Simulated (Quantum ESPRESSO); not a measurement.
ZrB2:

```
CELL_PARAMETERS angstrom
3.17000 0.00000 0.00000
-1.58500 2.74530 0.00000
0.00000 0.00000 3.53300
ATOMIC_POSITIONS crystal
Zr 0.00000 0.00000 0.00000
B 0.66667 0.33333 0.50000
B 0.33333 0.66667 0.50000
```

Base run:

| Property | Result |
| --- | --- |
| Program | Quantum ESPRESSO 7.5 |
| Functional | PBEsol |
| Potentials or basis | SSSP 1.3 efficiency PBE |
| Cutoff | 748 eV |
| Density cutoff | 5987 eV |
| k mesh | 10 × 10 × 8 |
| Occupations | methfessel-paxton, width 0.05 eV |
| Spin | no spin polarisation |

Its results: band gap on the k mesh none (metal or under the smearing width); pressure -4.4 GPa.

**Question.** The run is repeated on the same cell with these changes: potentials or basis from SSSP 1.3 efficiency PBE to PseudoDojo 0.4.1 SR PBEsol standard; cutoff from 748 eV to 1034 eV; density cutoff from 5987 eV to 4136 eV; occupations from methfessel-paxton, width 0.05 eV to fermi-dirac, width 0.05 eV. What comes out?

**Answer.** Band gap on the k mesh none (metal or under the smearing width); pressure -3.7 GPa.

Caveats: the potentials were made for another functional, which shifts forces and pressure (some runs).

Not every run made on this cell is shown here.
